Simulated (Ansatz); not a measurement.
# FeO (Wuestite) under changes of volume

One of the cells (10.013 Å³/atom); the others are scaled copies at fixed shape and fractional positions:

```
CELL_PARAMETERS angstrom
0.00000 2.15540 2.15540
2.15540 0.00000 2.15540
2.15540 2.15540 0.00000
ATOMIC_POSITIONS crystal
Fe 0.00000 0.00000 0.00000
O 0.50000 0.50000 0.50000
```

- Program: Ansatz 0.2.0
- Functional: PBE
- Potentials or basis: Ansatz PAW
- Cutoff: 420 eV (not typed: the program's choice for these potentials)
- k mesh: 11 × 11 × 11
- Occupations: fermi-dirac, width 0.05 eV
- Spin: collinear spin, ferromagnetic start
- Starting moments: [3.0, 0.0] μB

```tsv
volume (Å³/atom)	energy over the lowest point (meV/atom)	pressure (GPa)
9.413	22.14	12.9
9.613	9.16	8.0
9.813	2.00	3.7
10.013	0.00	-0.2
10.214	2.52	-3.7
10.414	9.19	-6.8
10.614	?	?
```

**Question.** What does the run at 10.614 Å³/atom give?

**Answer.** Energy over the lowest point 19.65 meV/atom; pressure -9.6 GPa.

Worked out: A Birch-Murnaghan fit of order 3 (a polynomial in V^(-2/3)) to the other rows has its minimum at 10.00 Å³/atom with B0 = V·E''(V) = 185 GPa and B' = 4.9. It gives 19.43 meV/atom at 10.614 Å³/atom, against the run's 19.65, and -dE/dV = -9.5 GPa, against -9.6.

Energies are extrapolated to zero smearing.

Caveats: a cell with one magnetic atom can't hold antiferromagnetic order, which such compounds often take.
